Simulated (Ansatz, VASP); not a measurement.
**Two plane-wave programs on AlN**

INCAR

```
SYSTEM = AlN
ALGO = Normal ; EDIFF = 1E-6
ENCUT = 520 ; ISIF = 2
ISMEAR = 0 ; LASPH = .TRUE.
LCHARG = .TRUE. ; LELF = .TRUE.
LREAL = .FALSE. ; LVHAR = .TRUE.
LWAVE = .FALSE. ; NBANDS = 11
NELM = 80 ; PREC = Accurate
SIGMA = 0.02
```

File KPOINTS:

```
k-points
0
G
  8 8 8
  0 0 0
```

The input POSCAR:

```
AlN
1.0
    0.0000000000      1.9427466667      1.9690000000
    1.9427466667      0.0000000000      1.9690000000
    1.9427466667      1.9427466667      0.0000000000
Al N
1 1
Direct
    0.0000000000      0.0000000000      0.0000000000
    0.5000000000      0.5000000000      0.5000000000
```

Input for Ansatz:

```yaml
crystal:
  lattice:
    - [0.0, 1.9427466666666668, 1.969]
    - [1.9427466666666668, 0.0, 1.969]
    - [1.9427466666666668, 1.9427466666666668, 0.0]
  atoms:
    - { symbol: Al, position: [0.0, 0.0, 0.0] }
    - { symbol: "N", position: [0.5, 0.5, 0.5] }
basis:
  ecutwfc: 517.016338673772
kpoints:
  mp_grid:
    grid: [8, 8, 8]
hamiltonian:
  xc: lda
  pseudopotentials:
    kind: paw
scf:
  occupations:
    method: gaussian
    width: 0.02
output:
  stress: true
```

Measurements of this composition are mostly on another form, of space group No. 186.

Alike in both runs: task single point; functional LDA; k mesh 8 × 8 × 8; occupations gaussian, width 0.02 eV; no spin polarisation.

```csv
,VASP,Ansatz
version,VASP 6.6.1,Ansatz 0.2.0
potentials or method,"VASP PAW LDA potentials, release 64 (Al, N)","plane waves, PAW"
plane-wave cutoff (eV),520,517
valence electrons in the cell,8,8
```

```csv
,VASP,Ansatz,Ansatz less VASP
pressure (GPa),27.7,26.8,-0.98
largest component of the traceless stress (GPa),4.34,4.22,-0.122
```

Caveats: so large a pressure means that the cell lies far from this level's equilibrium, or that cutoff or potentials fall short (VASP). A k mesh can miss the band edges.
